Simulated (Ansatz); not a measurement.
What does this script print? It uses Ansatz 0.2.0 through its Python package.

Script `cro2_convert.py`:
```python
"""Write the input file for CrO2 without running it."""

import ansatz as az
import numpy as np

vectors = np.array([
    [9.279448, 0.0, 0.0],
    [0.0, 3.00936, 0.0],
    [0.0, 0.0, 4.764427],
])
structure = (
    az.Lattice.of(vectors)
    .atom("Cr", (0.639655, 0.75, 0.5228875))
    .atom("Cr", (0.139655, 0.75, 0.9771125))
    .atom("Cr", (0.360345, 0.25, 0.4771125))
    .atom("Cr", (0.860345, 0.25, 0.0228875))
    .atom("O", (0.284357, 0.75, 0.2586605))
    .atom("O", (0.784357, 0.75, 0.2413395))
    .atom("O", (0.715643, 0.25, 0.7413395))
    .atom("O", (0.215643, 0.25, 0.7586605))
    .atom("O", (0.452611, 0.75, 0.6803975))
    .atom("O", (0.952611, 0.75, 0.8196025))
    .atom("O", (0.547389, 0.25, 0.3196025))
    .atom("O", (0.047389, 0.25, 0.1803975))
    .moments(Cr=3)
)

base = (
    structure.calculation()
    .spin(az.SpinTreatment.COLLINEAR)
    .functional("mr2scan")
    .basis(14 * az.Ha, xc_grid=3)
    .accuracy("medium")
    .hubbard("Cr", "d", u_eff=2.0)
    .occupations("methfessel_paxton", width=0.15)
    .mixing("broyden", ndim=4, beta=0.6)
    .kpoints(spacing=0.23)
    .scf(max_iterations=150, extra_bands=6)
    .forces()
    .stress()
)
print(base.to_yaml(atoms="all"))
```

```console
$ python cro2_convert.py
crystal:
  lattice:
    - [9.279448, 0.0, 0.0]
    - [0.0, 3.00936, 0.0]
    - [0.0, 0.0, 4.764427]
  atoms:
    - { symbol: Cr, position: [0.639655, 0.75, 0.5228875] }
    - { symbol: Cr, position: [0.139655, 0.75, 0.9771125] }
    - { symbol: Cr, position: [0.360345, 0.25, 0.4771125] }
    - { symbol: Cr, position: [0.860345, 0.25, 0.0228875] }
    - { symbol: O, position: [0.284357, 0.75, 0.2586605] }
    - { symbol: O, position: [0.784357, 0.75, 0.2413395] }
    - { symbol: O, position: [0.715643, 0.25, 0.7413395] }
    - { symbol: O, position: [0.215643, 0.25, 0.7586605] }
    - { symbol: O, position: [0.452611, 0.75, 0.6803975] }
    - { symbol: O, position: [0.952611, 0.75, 0.8196025] }
    - { symbol: O, position: [0.547389, 0.25, 0.3196025] }
    - { symbol: O, position: [0.047389, 0.25, 0.1803975] }
accuracy: medium
basis:
  ecutwfc: 380.959407443832
  xc_grid: 3
kpoints:
  mp_grid:
    kspacing: 0.23
hamiltonian:
  xc: mr2scan
  hubbard:
    - { species: Cr, l: d, u_eff: 2.0 }
magnetization:
  spin_polarized: true
  per_species:
    Cr: 3.0
scf:
  max_iter: 150
  n_extra_bands: 6
  mixing:
    algorithm: broyden
    beta: 0.6
    ndim: 4
  occupations:
    method: methfessel_paxton
    width: 0.15
output:
  forces: true
  stress: true
```

The input is only written out: it wasn't run, and its settings aren't tested. The structure comes from a database and needn't be a stable phase.
